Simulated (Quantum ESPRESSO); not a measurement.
# Pt in Quantum ESPRESSO: the effect of strain

Crystal: Pt.

```
Pt
1.0
    -1.58422    1.58422    1.52085
     1.58422   -1.58422    1.52085
     1.58422    1.58422   -1.52085
Pt
1
Direct
  0.00000 0.00000 0.00000
```

This isn't the form of Pt at room conditions, which is fcc.

Alike in all runs:

| Item | Value |
| --- | --- |
| Program | Quantum ESPRESSO 7.5 |
| Task | single point |
| Functional | PBEsol |
| Potentials or basis | GBRV 1.5 PBEsol |
| Cutoff | 612 eV |
| Density cutoff | 4898 eV |
| k mesh | 12 × 12 × 12 |
| Occupations | fermi-dirac, width 0.05 eV |
| Spin | no spin polarisation |
| Kind of strain | uniaxial_z |
| Mixing beta | 0.5 |
| Most SCF iterations | 120 |
| SCF threshold | 2e-10 Ry |

```csv
strain,pressure (GPa)
-0.04,-2.6
-0.02,-7.7
-0.01,-10.1
0,-12.3
0.01,-14.3
0.02,-16.3
0.04,?
```

**Question.** What does the run with strain 0.04 give?

**Answer.** Pressure -19.8 GPa.

Worked out: A parabola through the other rows of the pressure, of slope -158 GPa per unit of strain there, extrapolates to -19.7 GPa, against the run's -19.8.
